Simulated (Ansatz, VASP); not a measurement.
# Ir: VASP beside Ansatz

File INCAR:

```
SYSTEM = Ir
ALGO = Normal
EDIFF = 1E-6
ENCUT = 520
GGA = CA
ISIF = 2
ISMEAR = -1
LASPH = .True.
LCHARG = .False.
LREAL = .False.
LWAVE = .False.
NBANDS = 16
NELM = 80
PREC = Accurate
SIGMA = 0.1
```

File KPOINTS:

```
k-points
0
Gamma
  13 13 13
  0 0 0
```

Contents of POSCAR:

```
Ir
1.0
    0.0000000000      2.7383272493      2.7383272493
    2.7383272493      0.0000000000      2.7383272493
    2.7383272493      2.7383272493      0.0000000000
Ir
2
Direct
   -0.1250000000     -0.1250000000     -0.1250000000
    0.1250000000      0.1250000000      0.1250000000
```

Input for Ansatz:

```yaml
crystal:
  lattice:
    - [0.0, 2.7383272493, 2.7383272493]
    - [2.7383272493, 0.0, 2.7383272493]
    - [2.7383272493, 2.7383272493, 0.0]
  atoms:
    - { symbol: Ir, position: [-0.125, -0.125, -0.125] }
    - { symbol: Ir, position: [0.125, 0.125, 0.125] }
kpoints:
  mp_grid: { grid: [13, 13, 13] }
  band_path:
    path:
      - [0.0, 0.0, 0.0]
      - [0.5, 0.0, 0.5]
      - [0.625, 0.25, 0.625]
      - [0.375, 0.375, 0.75]
      - [0.0, 0.0, 0.0]
      - [0.5, 0.5, 0.5]
      - [0.5, 0.25, 0.75]
      - [0.5, 0.0, 0.5]
    npoints: 14
scf:
  occupations: { method: fermi_dirac, width: 0.1 }
hamiltonian:
  xc: lda
  pseudopotentials: { kind: all_electron, lapw: { basis_error: 0.001 } }
output:
  forces: true
  stress: true
  eigenvalues: true
  populations: true
  dos: { projected: true, de: 0.2, e_range: [-14, 8] }
```

This isn't the form of Ir at room conditions, which is fcc.

Alike in both runs: task single point; functional LDA; k mesh 13 × 13 × 13; occupations fermi-dirac, width 0.1 eV; no spin polarisation.

|  | VASP | Ansatz |
| --- | --- | --- |
| version | VASP 6.6.1 | Ansatz 0.2.0 |
| potentials or method | VASP PAW LDA potentials, release 64 (Ir) | all-electron LAPW, scalar-relativistic |
| plane-wave cutoff (eV) | 520 | see its input |

```csv
,VASP,Ansatz,Ansatz less VASP
pressure (GPa),0.2,0.1,-0.18
```

Ansatz ran all-electron here, so the differences hold the error of VASP's frozen core and of both bases.

Spin-orbit coupling is left out, which matters for the levels of Ir.
